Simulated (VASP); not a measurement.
# LiF (P6_3mc) in VASP: single point with PBE

Aim: the single point of LiF with PBE.

Program: VASP 6.6.1. These are calculated values, not measurements. Logs are shortened: lines on timing, memory, paths and dates and some standing lists are left out, and cuts for length are marked.

## Step 1: Starting point

It takes space group P6_3mc (No. 186, hexagonal). Conventional cell: a = 3.061 Å, b = 3.061 Å, c = 4.807 Å, α = 90.00°, β = 90.00°, γ = 120.00°. Around Li (site symmetry 3m) lie 4 F at 1.85 to 1.86 Å. F (site symmetry 3m) is surrounded by 4 Li at 1.85 to 1.86 Å.

Measurements of this composition are mostly on another form, of space group No. 225.

## Step 2: Single point, PBE

File INCAR:

```
SYSTEM = LiF
ALGO = Normal
EDIFF = 1E-6
ENCUT = 520
GGA = PE
ISIF = 2
ISMEAR = 0
LASPH = .True.
LCHARG = .True.
LELF = .True.
LREAL = .False.
LVHAR = .True.
LWAVE = .False.
NBANDS = 18
NELM = 100
PREC = Accurate
SIGMA = 0.1
```

File KPOINTS:

```
k-points
0
Gamma
  6 6 4
  0 0 0
```

File POSCAR:

```
LiF
1.0
    3.0609398175      0.0000000000      0.0000000000
   -1.5304699087      2.6508516414      0.0000000000
    0.0000000000      0.0000000000      4.8073245700
Li F
2 2
Direct
    0.3333333300      0.6666666700      0.3811542600
    0.6666666700      0.3333333300      0.8811542600
    0.3333333300      0.6666666700      0.9938437400
    0.6666666700      0.3333333300      0.4938437400
```

Potentials or basis: VASP PAW PBE potentials, release 64 (Li_sv, F).

On the command line:

```console
$ cat potpaw_PBE.64/Li_sv/POTCAR potpaw_PBE.64/F/POTCAR > POTCAR
$ mpirun -np 1 vasp_std > vasp.out
```

OUTCAR:

```text
SYSTEM = LiF
   EDIFF = 1E-6
   ENCUT = 520
   GGA = PE
   ISIF = 2
   ISMEAR = 0
   LASPH = .True.
   LREAL = .False.
   NELM = 100
   PREC = Accurate

 ion  position               nearest neighbor table
   1  0.333  0.667  0.381-   4 1.85   4 1.85   4 1.85   3 1.86
   2  0.667  0.333  0.881-   3 1.85   3 1.85   3 1.85   4 1.86
   3  0.333  0.667  0.994-   2 1.85   2 1.85   2 1.85   1 1.86
   4  0.667  0.333  0.494-   1 1.85   1 1.85   1 1.85   2 1.86

  LATTYP: Found a hexagonal cell.
 ALAT       =     3.0609398175
 C/A-ratio  =     1.5705387419

  Lattice vectors:

 A1 = (   3.0609398175,   0.0000000000,   0.0000000000)
 A2 = (  -1.5304699087,   2.6508516414,   0.0000000000)
 A3 = (   0.0000000000,   0.0000000000,   4.8073245700)

Analysis of symmetry for initial positions (statically):
=====================================================================
 Subroutine PRICEL returns:
 Original cell was already a primitive cell.

 Routine SETGRP: Setting up the symmetry group for a
 hexagonal supercell.

 Subroutine GETGRP returns: Found 12 space group operations
 (whereof  6 operations were pure point group operations)
 out of a pool of 24 trial point group operations.

The static configuration has the point symmetry C_3v.
 The point group associated with its full space group is C_6v.

Analysis of symmetry for dynamics (positions and initial velocities):
=====================================================================
 Subroutine PRICEL returns:
 Original cell was already a primitive cell.

 Routine SETGRP: Setting up the symmetry group for a
 hexagonal supercell.

 Subroutine GETGRP returns: Found 12 space group operations
 (whereof  6 operations were pure point group operations)
 out of a pool of 24 trial point group operations.

The dynamic configuration has the point symmetry C_3v.
 The point group associated with its full space group is C_6v.

 Subroutine INISYM returns: Found 12 space group operations
 (whereof  6 operations are pure point group operations),
 and found     1 'primitive' translations

----------------------------------------------------------------------------------------

                                     Primitive cell

  volume of cell :      39.0071

  direct lattice vectors                    reciprocal lattice vectors
     3.060939817  0.000000000  0.000000000     0.326697047  0.188618628  0.000000000
    -1.530469909  2.650851641  0.000000000     0.000000000  0.377237256  0.000000000
     0.000000000  0.000000000  4.807324570     0.000000000  0.000000000  0.208015911

  length of vectors
     3.060939817  3.060939817  4.807324570     0.377237256  0.377237256  0.208015911

  position of ions in fractional coordinates (direct lattice)
     0.333333330  0.666666670  0.381154260
     0.666666670  0.333333330  0.881154260
     0.333333330  0.666666670  0.993843740
     0.666666670  0.333333330  0.493843740

  ion indices of the primitive-cell ions
   primitive index   ion index
                 1           1
                 2           2
                 3           3
                 4           4

----------------------------------------------------------------------------------------

 KPOINTS: k-points

Automatic generation of k-mesh.
 Grid dimensions read from file:
 generate k-points for:    6    6    4

 Generating k-lattice:

  Cartesian coordinates                     Fractional coordinates (reciprocal lattice)
     0.054449508  0.031436438  0.000000000     0.166666667 -0.000000000  0.000000000
     0.000000000  0.062872876  0.000000000     0.000000000  0.166666667  0.000000000
     0.000000000  0.000000000  0.052003978     0.000000000  0.000000000  0.250000000

  Length of vectors
     0.062872876  0.062872876  0.052003978

  Shift w.r.t. Gamma in fractional coordinates (k-lattice)
     0.000000000  0.000000000  0.000000000

 Subroutine IBZKPT returns following result:
 ===========================================

 Found     21 irreducible k-points:

 Following reciprocal coordinates:
            Coordinates               Weight
  0.000000  0.000000  0.000000      1.000000
  0.166667  0.000000  0.000000      6.000000
  0.333333  0.000000  0.000000      6.000000
  0.500000 -0.000000  0.000000      3.000000
  0.166667  0.166667  0.000000      6.000000
  0.333333  0.166667  0.000000     12.000000
[... 13 lines left out ...]
  0.333333  0.166667  0.500000     12.000000
  0.333333  0.333333  0.500000      2.000000
   k-points           NKPTS =     21   k-points in BZ     NKDIM =     21   number of bands    NBANDS=     18
   number of dos      NEDOS =    301   number of ions     NIONS =      4
   total plane-waves  NPLWV =  20736
   dimension x,y,z NGX =    24 NGY =   24 NGZ =   36
   dimension x,y,z NGXF=    48 NGYF=   48 NGZF=   72
   ions per type =               2   2
   NGX,Y,Z   is equivalent  to a cutoff of  13.03, 13.03, 12.45 a.u.
   NGXF,Y,Z  is equivalent  to a cutoff of  26.07, 26.07, 24.90 a.u.
 SYSTEM =  LiF
   PREC   = accura    normal or accurate (medium, high low for compatibility)
   ISTART =      0    job   : 0-new  1-cont  2-samecut
   ICHARG =      2    charge: 1-file 2-atom 10-const
   ISPIN  =      1    spin polarized calculation?
   LNONCOLLINEAR =      F non collinear calculations
   LSORBIT =      F    spin-orbit coupling
   LASPH  =      T    aspherical Exc in radial PAW
   ENCUT  =  520.0 eV  38.22 Ry    6.18 a.u.   5.69  5.69  8.94*2*pi/ulx,y,z
   NELM   =    100;   NELMIN=  2; NELMDL= -5     # of ELM steps
   EDIFF  = 0.1E-05   stopping-criterion for ELM
   LREAL  =      F    real-space projection
   EDIFFG = 0.1E-04   stopping-criterion for IOM
   NSW    =      0    number of steps for IOM
   IBRION =     -1    ionic relax: 0-MD 1-quasi-New 2-CG
   NFREE  =      0    steps in history (QN), initial steepest desc. (CG)
   ISIF   =      2    stress and relaxation
   ISYM   =      2    0-nonsym 1-usesym 2-fastsym
   POTIM  = 0.5000    time-step for ionic-motion
   TEBEG  =    0.0;   TEEND  =   0.0 temperature during run
   PSTRESS=    0.0 pullay stress
   NELECT =      20.0000    total number of electrons
   NUPDOWN=      -1.0000    fix difference up-down
   EMIN   =  10.00;   EMAX   =-10.00  energy-range for DOS
   EFERMI =   0.00;   METHOD = LEGACY
   ISMEAR =     0;   SIGMA  =   0.10  broadening in eV -4-tet -1-fermi 0-gaus
   EFERMI_NEDOS =   21; number of points for ismear=-14 and -15
   IALGO  =     38    algorithm
   IMIX   =      4    mixing-type and parameters
     AMIX     =   0.40;   BMIX     =  1.00
     AMIX_MAG =   1.60;   BMIX_MAG =  1.00
  volume/ion in A,a.u.               =       9.75        65.81
  Fermi-wavevector in a.u.,A,eV,Ry     =   1.310299  2.476105 23.359603  1.716882
  Thomas-Fermi vector in A             =   2.440838
   LORBIT       =      0    0 simple, 1 ext, 2 COOP (PROOUT), +10 PAW based schemes
   GGA     = PE    functional components
   LHFCALC =     F    Hartree Fock is set to
   AEXX    =    0.0000 exact exchange contribution
   IVDW    =     0    specifies the selected vdW correction
   LEPSILON=     F    determine dielectric tensor
   LRPA    =     F    only Hartree local field effects (RPA)
 non-spin polarized calculation
 Gauss-broadening in eV      SIGMA  =   0.10
  energy-cutoff  :      520.00
  volume of cell :       39.01
 maximum number of plane-waves:      1085
 NGX is ok and might be reduce to    24
   NGX = 11   NGY = 11   NGZ = 17

 number of electron      20.0000020 magnetization

 Free energy of the ion-electron system (eV)
  ---------------------------------------------------
  ext. energy  EPLUGINS =         0.00000000
  ---------------------------------------------------
  free energy    TOTEN  =       -19.27040495 eV

  energy without entropy =      -19.27040495  energy(sigma->0) =      -19.27040495

 E-fermi :  -1.7831     XC(G=0):  -8.9127

 val. band max:       -2.3868465958   @ k =   0.0000   0.0000   0.0000
 cond. band min:       5.5225953675   @ k =   0.0000   0.0000   0.0000
 fundamental gap:      7.9094419634
 Fermi energy:        -1.7830534277

 k-point     1 :       0.0000    0.0000    0.0000
  band No.  band energies     occupation
      1     -42.7747      2.00000
      2     -42.7307      2.00000
      3     -21.8557      2.00000
      4     -21.6142      2.00000
      5      -4.5973      2.00000
      6      -2.8602      2.00000
[... 10 lines left out ...]
     17      17.4476      0.00000
     18      18.1153      0.00000

 k-point     2 :       0.1667    0.0000    0.0000
  band No.  band energies     occupation
      1     -42.7659      2.00000
      2     -42.7270      2.00000
      3     -21.8191      2.00000
      4     -21.6054      2.00000
      5      -4.4585      2.00000
      6      -3.1640      2.00000
[... 10 lines left out ...]
     17      17.7082      0.00000
     18      17.8548      0.00000

 k-point     3 :       0.3333    0.0000    0.0000
  band No.  band energies     occupation
      1     -42.7468      2.00000
      2     -42.7215      2.00000
      3     -21.7355      2.00000
      4     -21.5980      2.00000
      5      -4.2780      2.00000
      6      -3.6841      2.00000
[... 10 lines left out ...]
     17      17.3265      0.00000
     18      18.3107      0.00000

 k-point     4 :       0.5000   -0.0000    0.0000
  band No.  band energies     occupation
      1     -42.7353      2.00000
      2     -42.7208      2.00000
      3     -21.6786      2.00000
      4     -21.6085      2.00000
      5      -4.4524      2.00000
      6      -3.6646      2.00000
[... 312 lines left out ...]
      4     -21.6825      2.00000
      5      -3.8321      2.00000
      6      -3.8321      2.00000
[... 10 lines left out ...]
     17      17.6460      0.00000
     18      17.6460      0.00000

 k-point    20 :       0.3333    0.1667    0.5000
  band No.  band energies     occupation
      1     -42.7280      2.00000
      2     -42.7280      2.00000
      3     -21.6464      2.00000
      4     -21.6464      2.00000
      5      -4.0823      2.00000
      6      -4.0823      2.00000
[... 10 lines left out ...]
     17      18.1030      0.00000
     18      18.1030      0.00000

 k-point    21 :       0.3333    0.3333    0.5000
  band No.  band energies     occupation
      1     -42.7249      2.00000
      2     -42.7249      2.00000
      3     -21.6339      2.00000
      4     -21.6339      2.00000
      5      -3.9834      2.00000
      6      -3.9834      2.00000
[... 10 lines left out ...]
     17      19.0082      0.00000
     18      19.0082      0.00000

------------------------ aborting loop because EDIFF is reached ----------------------------------------

  FORCE on cell =-STRESS in cart. coord.  units (eV):
  Direction    XX          YY          ZZ          XY          YZ          ZX
  --------------------------------------------------------------------------------------
  -------------------------------------------------------------------------------------
  Total        0.8764290      0.8764290      0.7657349      0.0000000      0.0000000      0.0000000
  in kB       35.9984387     35.9984387     31.4517917      0.0000000      0.0000000      0.0000000
  external PRESSURE =      34.4828897 kB  Pullay stress =       0.0000000 kB

 VOLUME and BASIS-vectors are now :
 -----------------------------------------------------------------------------
  energy-cutoff  :      520.00
  volume of cell :       39.01
      direct lattice vectors                 reciprocal lattice vectors
     3.060939817  0.000000000  0.000000000     0.326697047  0.188618628  0.000000000
    -1.530469909  2.650851641  0.000000000     0.000000000  0.377237256  0.000000000
     0.000000000  0.000000000  4.807324570     0.000000000  0.000000000  0.208015911

 POSITION                                       TOTAL-FORCE (eV/Angst)
 -----------------------------------------------------------------------------------
     -0.00000      1.76723      1.83233         0.000000      0.000000     -0.002086
      1.53047      0.88362      4.23599         0.000000     -0.000000     -0.002086
     -0.00000      1.76723      4.77773         0.000000     -0.000000      0.002086
      1.53047      0.88362      2.37407        -0.000000      0.000000      0.002086
 -----------------------------------------------------------------------------------
    total drift:                                0.000008     -0.000002     -0.006584

  FREE ENERGIE OF THE ION-ELECTRON SYSTEM (eV)
  ---------------------------------------------------
  free  energy   TOTEN  =       -19.2704049540 eV

  energy  without entropy=      -19.2704049540  energy(sigma->0) =      -19.27040495
```

Wall time 9.6 s (1 thread of Intel Xeon Platinum 8559C (Emerald Rapids), shared host); peak memory 0.14 GiB.

What came out:

```yaml
Free_energy: -19.2704 eV
Band_gap_on_the_k_mesh: 7.91 eV, direct
```

Forces on the atoms (eV/Å):
```
Li   0.000  0.000 -0.002
Li   0.000  0.000 -0.002
F    0.000  0.000  0.002
F    0.000  0.000  0.002
```

Caveat: the cutoff is under 1.25 times the usual one of these potentials, so pressure, stress and relaxed cells hold a basis-set (Pulay) error. A k mesh can miss the band edges.
